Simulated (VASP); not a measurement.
# Na (P6_3/mmc) in VASP: density of states with PBE

Aim: the density of states of Na with PBE.

Everything below comes from runs of VASP 6.6.1. Logs are shortened: lines on timing, memory, paths and dates and some standing lists are left out, and cuts for length are marked.

## Step 1: The structure

The structure is hexagonal, space group P6_3/mmc (No. 194). Conventional cell: a = 3.743 Å, b = 3.743 Å, c = 6.104 Å, α = 90.00°, β = 90.00°, γ = 120.00°. Na (site symmetry -6m2) is surrounded by 12 Na at 3.74 Å.

The cell was built by a generator and needn't be a form met in nature.

## Step 2: Density of states, PBE

Input file POSCAR:

```
Na
1.0
    3.7427864156      0.0000000000      0.0000000000
   -1.8713932078      3.2413481169      0.0000000000
    0.0000000000      0.0000000000      6.1043350264
Na
2
Direct
    0.3333333333      0.6666666667      0.7500000000
    0.6666666667      0.3333333333      0.2500000000
```

Input file INCAR.step1:

```
PREC = Accurate ; ENCUT = 520
EDIFF = 1E-6 ; ISMEAR = 0
SIGMA = 0.05 ; LREAL = False
LASPH = True ; NELM = 80
ALGO = Fast ; ISIF = 2
LWAVE = False ; LCHARG = True
GGA = PE ; NBANDS = 14
```

Input file KPOINTS.step1:

```
Automatic mesh
0
Gamma
  14 14 8
```

Input file INCAR.step2:

```
PREC = Accurate ; ENCUT = 520
EDIFF = 1E-6 ; ISMEAR = -5
SIGMA = 0.05 ; LREAL = False
LASPH = True ; NELM = 80
ALGO = Fast ; ISIF = 2
LWAVE = False ; LCHARG = False
GGA = PE ; LORBIT = 11
NBANDS = 14 ; NEDOS = 2001
ICHARG = 11
```

Input file KPOINTS.step2:

```
Automatic mesh
0
Gamma
  21 21 12
```

Potentials or basis: VASP PAW PBE potentials, release 64 (Na_pv).

Command:

```
$ cat potpaw_PBE.64/Na_pv/POTCAR > POTCAR
$ cp INCAR.step1 INCAR
$ cp KPOINTS.step1 KPOINTS
$ mpirun -np 1 vasp_std > vasp.out
$ cp INCAR.step2 INCAR
$ cp KPOINTS.step2 KPOINTS
$ mpirun -np 1 vasp_std > vasp.out
```

OUTCAR:

```text
PREC = Accurate
   ENCUT = 520
   EDIFF = 1E-6
   ISMEAR = -5
   LREAL = False
   LASPH = True
   NELM = 80
   ISIF = 2
   GGA = PE
   LORBIT = 11
   ICHARG = 11

 ion  position               nearest neighbor table
   1  0.333  0.667  0.750-
   2  0.667  0.333  0.250-

  LATTYP: Found a hexagonal cell.
 ALAT       =     3.7427864156
 C/A-ratio  =     1.6309600251

  Lattice vectors:

 A1 = (   3.7427864156,   0.0000000000,   0.0000000000)
 A2 = (  -1.8713932078,   3.2413481169,   0.0000000000)
 A3 = (   0.0000000000,   0.0000000000,   6.1043350264)

Analysis of symmetry for initial positions (statically):
=====================================================================
 Subroutine PRICEL returns:
 Original cell was already a primitive cell.

 Routine SETGRP: Setting up the symmetry group for a
 hexagonal supercell.

 Subroutine GETGRP returns: Found 24 space group operations
 (whereof 12 operations were pure point group operations)
 out of a pool of 24 trial point group operations.

The static configuration has the point symmetry D_3d.
 The point group associated with its full space group is D_6h.

Analysis of symmetry for dynamics (positions and initial velocities):
=====================================================================
 Subroutine PRICEL returns:
 Original cell was already a primitive cell.

 Routine SETGRP: Setting up the symmetry group for a
 hexagonal supercell.

 Subroutine GETGRP returns: Found 24 space group operations
 (whereof 12 operations were pure point group operations)
 out of a pool of 24 trial point group operations.

The dynamic configuration has the point symmetry D_3d.
 The point group associated with its full space group is D_6h.

 Subroutine INISYM returns: Found 24 space group operations
 (whereof 12 operations are pure point group operations),
 and found     1 'primitive' translations

----------------------------------------------------------------------------------------

                                     Primitive cell

  volume of cell :      74.0558

  direct lattice vectors                    reciprocal lattice vectors
     3.742786416  0.000000000  0.000000000     0.267180621  0.154256804  0.000000000
    -1.871393208  3.241348117  0.000000000     0.000000000  0.308513607  0.000000000
     0.000000000  0.000000000  6.104335026     0.000000000  0.000000000  0.163818007

  length of vectors
     3.742786416  3.742786416  6.104335026     0.308513607  0.308513607  0.163818007

  position of ions in fractional coordinates (direct lattice)
     0.333333333  0.666666667  0.750000000
     0.666666667  0.333333333  0.250000000

  ion indices of the primitive-cell ions
   primitive index   ion index
                 1           1
                 2           2

----------------------------------------------------------------------------------------

 KPOINTS: Automatic mesh

Automatic generation of k-mesh.
 Grid dimensions read from file:
 generate k-points for:   21   21   12

 Generating k-lattice:

  Cartesian coordinates                     Fractional coordinates (reciprocal lattice)
     0.012722887  0.007345562  0.000000000     0.047619048  0.000000000  0.000000000
     0.000000000  0.014691124  0.000000000     0.000000000  0.047619048  0.000000000
     0.000000000  0.000000000  0.013651501     0.000000000  0.000000000  0.083333333

  Length of vectors
     0.014691124  0.014691124  0.013651501

  Shift w.r.t. Gamma in fractional coordinates (k-lattice)
     0.000000000  0.000000000  0.000000000

 TETIRR: Found   5376 inequivalent tetrahedra from    31752

 Subroutine IBZKPT returns following result:
 ===========================================

 Found    336 irreducible k-points:

 Following reciprocal coordinates:
            Coordinates               Weight
  0.000000  0.000000  0.000000      1.000000
  0.047619  0.000000  0.000000      6.000000
  0.095238  0.000000  0.000000      6.000000
  0.142857  0.000000  0.000000      6.000000
  0.190476  0.000000  0.000000      6.000000
  0.238095  0.000000  0.000000      6.000000
[... 16 lines left out ...]
  0.142857  0.095238  0.000000     12.000000
  0.190476  0.095238  0.000000     12.000000
 [... further k-points ...]
   k-points           NKPTS =    336   k-points in BZ     NKDIM =    336   number of bands    NBANDS=     14
   number of dos      NEDOS =   2001   number of ions     NIONS =      2
   total plane-waves  NPLWV =  37632
   dimension x,y,z NGX =    28 NGY =   28 NGZ =   48
   dimension x,y,z NGXF=    56 NGYF=   56 NGZF=   96
   ions per type =               2
   NGX,Y,Z   is equivalent  to a cutoff of  12.44, 12.44, 13.07 a.u.
   NGXF,Y,Z  is equivalent  to a cutoff of  24.87, 24.87, 26.14 a.u.
 SYSTEM =  unknown system
   PREC   = accura    normal or accurate (medium, high low for compatibility)
   ISTART =      0    job   : 0-new  1-cont  2-samecut
   ICHARG =     11    charge: 1-file 2-atom 10-const
   ISPIN  =      1    spin polarized calculation?
   LNONCOLLINEAR =      F non collinear calculations
   LSORBIT =      F    spin-orbit coupling
   LASPH  =      T    aspherical Exc in radial PAW
   ENCUT  =  520.0 eV  38.22 Ry    6.18 a.u.   6.96  6.96 11.35*2*pi/ulx,y,z
   NELM   =     80;   NELMIN=  2; NELMDL=  0     # of ELM steps
   EDIFF  = 0.1E-05   stopping-criterion for ELM
   LREAL  =      F    real-space projection
   EDIFFG = 0.1E-04   stopping-criterion for IOM
   NSW    =      0    number of steps for IOM
   IBRION =     -1    ionic relax: 0-MD 1-quasi-New 2-CG
   NFREE  =      0    steps in history (QN), initial steepest desc. (CG)
   ISIF   =      2    stress and relaxation
   ISYM   =      2    0-nonsym 1-usesym 2-fastsym
   POTIM  = 0.5000    time-step for ionic-motion
   TEBEG  =    0.0;   TEEND  =   0.0 temperature during run
   PSTRESS=    0.0 pullay stress
   NELECT =      14.0000    total number of electrons
   NUPDOWN=      -1.0000    fix difference up-down
   EMIN   =  10.00;   EMAX   =-10.00  energy-range for DOS
   EFERMI =   0.00;   METHOD = LEGACY
   ISMEAR =    -5;   SIGMA  =   0.05  broadening in eV -4-tet -1-fermi 0-gaus
   EFERMI_NEDOS =   21; number of points for ismear=-14 and -15
   IALGO  =     68    algorithm
   IMIX   =      4    mixing-type and parameters
     AMIX     =   0.40;   BMIX     =  1.00
     AMIX_MAG =   1.60;   BMIX_MAG =  1.00
  volume/ion in A,a.u.               =      37.03       249.88
  Fermi-wavevector in a.u.,A,eV,Ry     =   0.939574  1.775538 12.011222  0.882800
  Thomas-Fermi vector in A             =   2.066900
   LORBIT       =     11    0 simple, 1 ext, 2 COOP (PROOUT), +10 PAW based schemes
   GGA     = PE    functional components
   LHFCALC =     F    Hartree Fock is set to
   AEXX    =    0.0000 exact exchange contribution
   IVDW    =     0    specifies the selected vdW correction
   LEPSILON=     F    determine dielectric tensor
   LRPA    =     F    only Hartree local field effects (RPA)
 non-spin polarized calculation
 RMM-DIIS sequential band-by-band and
 Fermi weights with tetrahedron method with Bloechl corrections
  energy-cutoff  :      520.00
  volume of cell :       74.06
 maximum number of plane-waves:      2012
 NGX is ok and might be reduce to    28

 number of electron      14.0000001 magnetization

 Free energy of the ion-electron system (eV)
  ---------------------------------------------------
  ext. energy  EPLUGINS =         0.00000000
  ---------------------------------------------------
  free energy    TOTEN  =        -2.62366505 eV

  energy without entropy =       -2.62366505  energy(sigma->0) =       -2.62366505

 E-fermi :   0.3492     XC(G=0):  -6.5046

 val. band max:        0.3348458039   @ k =   0.2381   0.0476   0.2500
 cond. band min:       0.3774190267   @ k =   0.1905   0.0000   0.1667
 fundamental gap:      0.0425732228
 Fermi energy:         0.3492028197

 k-point     1 :       0.0000    0.0000    0.0000
  band No.  band energies     occupation
      1     -24.5987      2.00000
      2     -24.5686      2.00000
      3     -24.5686      2.00000
      4     -24.5637      2.00000
      5     -24.5637      2.00000
      6     -24.5635      2.00000
      7      -2.9495      2.00000
      8       0.8925      0.00000
      9       1.3007      0.00000
     10      10.3082      0.00000
     11      10.3082      0.00000
     12      10.6727      0.00000
     13      10.6728      0.00000
     14      10.8172      0.00000

 k-point     2 :       0.0476    0.0000    0.0000
  band No.  band energies     occupation
      1     -24.5984      2.00000
      2     -24.5692      2.00000
      3     -24.5688      2.00000
      4     -24.5643      2.00000
      5     -24.5638      2.00000
      6     -24.5636      2.00000
      7      -2.9159      2.00000
      8       0.9223      0.00000
      9       1.3334      0.00000
     10       9.4568      0.00000
     11       9.9204      0.00000
     12      10.3918      0.00000
     13      11.1001      0.00000
     14      11.3541      0.00000
[... 343 lines left out ...]
      1     -24.5941      2.00000
      2     -24.5775      2.00000
      3     -24.5749      2.00000
      4     -24.5705      2.00000
      5     -24.5660      2.00000
      6     -24.5654      2.00000
      7      -2.3149      2.00000
      8       1.4590      0.00000
      9       1.9100      0.00000
     10       6.2851      0.00000
     11       7.0373      0.00000
     12       9.7039      0.00000
     13      10.0274      0.00000
     14      10.3956      0.00000

 k-point    24 :       0.1905    0.0952    0.0000
  band No.  band energies     occupation
      1     -24.5922      2.00000
      2     -24.5810      2.00000
      3     -24.5780      2.00000
      4     -24.5722      2.00000
      5     -24.5669      2.00000
      6     -24.5663      2.00000
      7      -2.0170      2.00000
      8       1.7280      0.00000
      9       2.1850      0.00000
     10       5.3328      0.00000
     11       6.6313      0.00000
     12       8.7190      0.00000
     13       9.3046      0.00000
     14      10.0114      0.00000

 [... further k-points ...]

------------------------ aborting loop because EDIFF is reached ----------------------------------------

  FORCE on cell =-STRESS in cart. coord.  units (eV):
  Direction    XX          YY          ZZ          XY          YZ          ZX
  --------------------------------------------------------------------------------------
  -------------------------------------------------------------------------------------
  Total        0.0075298      0.0075298      0.0062612      0.0000000      0.0000000      0.0000000
  in kB        0.1629046      0.1629046      0.1354587      0.0000000      0.0000000      0.0000000
  external PRESSURE =       0.1537560 kB  Pullay stress =       0.0000000 kB

 VOLUME and BASIS-vectors are now :
 -----------------------------------------------------------------------------
  energy-cutoff  :      520.00
  volume of cell :       74.06
      direct lattice vectors                 reciprocal lattice vectors
     3.742786416  0.000000000  0.000000000     0.267180621  0.154256804  0.000000000
    -1.871393208  3.241348117  0.000000000     0.000000000  0.308513607  0.000000000
     0.000000000  0.000000000  6.104335026     0.000000000  0.000000000  0.163818007

 POSITION                                       TOTAL-FORCE (eV/Angst)
 -----------------------------------------------------------------------------------
     -0.00000      2.16090      4.57825         0.000000      0.000000     -0.000000
      1.87139      1.08045      1.52608        -0.000000      0.000000      0.000000
 -----------------------------------------------------------------------------------
    total drift:                               -0.000000      0.000000      0.000000

  FREE ENERGIE OF THE ION-ELECTRON SYSTEM (eV)
  ---------------------------------------------------
  free  energy   TOTEN  =        -2.6236650454 eV

  energy  without entropy=       -2.6236650454  energy(sigma->0) =       -2.62366505

 total charge

# of ion       s       p       d       tot
------------------------------------------
    1        0.099   5.964   0.000   6.062
    2        0.099   5.964   0.000   6.062
--------------------------------------------------
tot          0.197  11.927   0.000  12.125
```

It took 3.4 min on 1 thread of AMD EPYC 7R13 (Zen 3), shared host; peak memory 0.34 GiB.

Results:

```yaml
Valence_electrons_inside_the_program's_atomic_spheres: Na 6.06
```

Levels at points of the mesh, in eV from the Fermi level:
| k point | band 3 | band 4 | band 5 | band 6 | band 7 | band 8 | band 9 | band 10 | band 11 | band 12 |
| --- | --- | --- | --- | --- | --- | --- | --- | --- | --- | --- |
| (0.00, 0.00, 0.00) | -24.92 | -24.91 | -24.91 | -24.91 | -3.30 | 0.54 | 0.95 | 9.96 | 9.96 | 10.32 |
| (0.00, 0.00, 0.50) | -24.92 | -24.92 | -24.92 | -24.92 | -2.26 | -2.26 | 5.53 | 5.53 | 10.55 | 10.55 |

States per cell in windows of 1 eV (zero at the Fermi level; states under -8 eV left out):
```
from (eV)  total  Na1_s  Na2_s  Na1_p  Na2_p  Na1_d  Na2_d
     -8.0   0.00   0.00   0.00   0.00   0.00   0.00   0.00
     -7.0   0.00   0.00   0.00   0.00   0.00   0.00   0.00
     -6.0   0.00   0.00   0.00   0.00   0.00   0.00   0.00
     -5.0   0.00   0.00   0.00   0.00   0.00   0.00   0.00
     -4.0   0.05   0.00   0.00   0.00   0.00   0.00   0.00
     -3.0   0.44   0.03   0.03   0.00   0.00   0.00   0.00
     -2.0   0.64   0.03   0.03   0.01   0.01   0.00   0.00
     -1.0   0.88   0.04   0.04   0.02   0.02   0.00   0.00
      0.0   1.09   0.03   0.03   0.03   0.03   0.00   0.00
      1.0   1.04   0.03   0.03   0.03   0.03   0.00   0.00
      2.0   1.33   0.04   0.04   0.04   0.04   0.00   0.00
      3.0   1.38   0.04   0.04   0.04   0.04   0.00   0.00
      4.0   1.42   0.04   0.04   0.04   0.04   0.00   0.00
      5.0   1.52   0.03   0.03   0.05   0.05   0.00   0.00
      6.0   1.66   0.05   0.05   0.05   0.05   0.00   0.00
      7.0   1.65   0.04   0.04   0.06   0.06   0.00   0.00
```

Caveat: tetrahedron occupations give inexact forces and stress in metals.
